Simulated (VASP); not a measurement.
Runs of VASP 6.6.1 on In. Symmetry: I4/mmm, No. 139, tetragonal system. Conventional cell: a = 3.332 Å, b = 3.332 Å, c = 4.967 Å, α = 90.00°, β = 90.00°, γ = 90.00°. In (site symmetry 4/mmm) has 12 In at 3.33 to 3.42 Å as nearest neighbours. 

```csv
level,potentials or basis,k mesh,cutoff (eV),grid for exact exchange (PRECFOCK),exchange at q = 0,screening parameter,gap on the mesh (eV),pressure (GPa)
PBE0,"VASP PAW PBE potentials, release 64 (In_d)",10 × 10 × 10,450,Fast,truncated,-,none,(a)
PBEsol,"VASP PAW PBE potentials, release 64 (In_d)",19 × 19 × 19,450,-,-,-,none,-2.7
HSE06,"VASP PAW PBE potentials, release 64 (In_d)",10 × 10 × 10,450,Fast,-,0.2 1/A,none,-1.4
LDA,"VASP PAW LDA potentials, release 64 (In_d)",19 × 19 × 19,450,-,-,-,none,-4.1
PBEsol,"VASP PAW PBE potentials, release 64 (In_d)",19 × 19 × 19,600,-,-,-,none,-2.7
```

Alike in all rows: task single point; no spin polarisation; cell as given; smearing methfessel-paxton 0.1 eV.

Estimate the missing entries.

(a) -1.6.

Caveats: the PAW data sets were made with another functional, which shifts forces and pressure a little (some runs).

A k mesh can miss the band edges, and the runs leave out spin-orbit coupling on In.

A gap of «none» marks a metal or a gap under the smearing width.

Runs at the PBE level aren't shown here.
